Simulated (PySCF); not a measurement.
Compound: urea, CH₄N₂O.
Numbering: `[NH2:1][C:2]([NH2:3])=[O:4]` (hydrogens: H5, H6 on N1; H7, H8 on N3)

Structure used (PBE0-D3(BJ)/def2-SVP), in Å, numbered top down from 1:
```
atom  x, y, z in Å
N1     1.1201   -0.0165    0.3868
C2    -0.0354    0.4702   -0.1858
N3    -1.0695   -0.4413   -0.2223
O4    -0.1336    1.5982   -0.6192
H5     1.8120    0.6958    0.5802
H6     1.0517   -0.7521    1.0780
H7    -0.8490   -1.4280   -0.2645
H8    -1.8458   -0.1497   -0.8022
```

Method used: core-valence-separated Tamm–Dancoff BHandHLYP/aug-pcX-1 (pcseg-1 on H) in PySCF, non-relativistic, gas phase, PBE0-D3(BJ)/def2-SVP geometry. The energies are unshifted.

The lowest roots of each edge with f over 0.003 (five at most, numbered afresh; weaker and dark ones are left out), with transition dipoles (au) in the frame of the coordinates:

```
root  edge  E (eV)       f       μx       μy       μz
   1     C  285.96  0.0930   0.0418  -0.0353  -0.1014
   2     C  290.46  0.0047  -0.0213  -0.0068  -0.0129
   3     C  291.51  0.0081   0.0026  -0.0314   0.0120
   4     C  291.61  0.0160  -0.0430  -0.0102  -0.0169
   5     N  399.85  0.0124  -0.0085  -0.0345  -0.0027
   6     N  399.85  0.0110  -0.0165   0.0137  -0.0257
   7     N  400.88  0.0252   0.0270  -0.0011   0.0429
   8     N  400.88  0.0303   0.0039   0.0550  -0.0061
   9     N  401.00  0.0280  -0.0433  -0.0095   0.0297
  10     O  530.15  0.0399  -0.0223   0.0164   0.0480
  11     O  533.22  0.0055  -0.0169  -0.0054  -0.0103
```

Question: Molecules are fixed in this frame and the field points along y. What effective strengths 3 f cos²θ do the roots have (θ between field and μ)?

Answer: root 1 (C2): 0.026, root 2 (C2): 0.001, root 3 (C2): 0.021, root 4 (C2): 0.002, root 5 (N1/N3): 0.035, root 6 (N1/N3): 0.006, root 7 (N1/N3): 0.000, root 8 (N1/N3): 0.089, root 9 (N1/N3): 0.003, root 10 (O4): 0.010, root 11 (O4): 0.001. Root 8 is the strongest. Averaged over all orientations cos²θ is 1/3, which gives f back. For degenerate partners only the sum has meaning, as the program may mix them freely.

One conformer stands for the species.
